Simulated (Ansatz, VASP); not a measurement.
TiS2: VASP beside Ansatz

```xyz
3
Lattice="3.4569 0.0000 0.0000 -1.7284 2.9938 0.0000 0.0000 0.0000 5.7699" Properties=species:S:1:pos:R:3 pbc="T T T"
Ti    0.0000    0.0000    0.0000
S     1.7284    0.9979    4.3275
S     0.0000    1.9958    1.4425
```

Change from the starting cell: volume scaled by 1.04.

Alike in both runs: task single point; functional PBEsol; k mesh 9 × 9 × 5; occupations fermi-dirac, width 0.05 eV; no spin polarisation.

```csv
,VASP,Ansatz
version,VASP 6.6.1,Ansatz 0.2.0
potentials or method,"VASP PAW PBE potentials, release 64 (Ti_sv, S)",Ansatz PAW
plane-wave cutoff (eV),520,420
valence electrons in the cell,24,24
```

```csv
,VASP,Ansatz,Ansatz less VASP
gap on the k mesh at the Fermi level (eV),none,none,-
pressure (GPa),-6.8,-6.8,-0.03
largest component of the traceless stress (GPa),1.11,1.05,-0.051
rms of the force components (eV/Å),0.312,0.319,+0.0063
```

Atom by atom the forces differ by 0.006 eV/Å (rms over components). A gap of «none» marks a metal or a gap that the smearing closes.

Caveats: this functional lacks dispersion, which binds the layers, so the pressure and a relaxed spacing across them are unreliable; the PAW data sets were made with another functional, which shifts forces and pressure a little (VASP); the PAW data sets come from PBE, with cores solved anew for the run's functional, which leaves a small shift of forces and pressure (Ansatz).
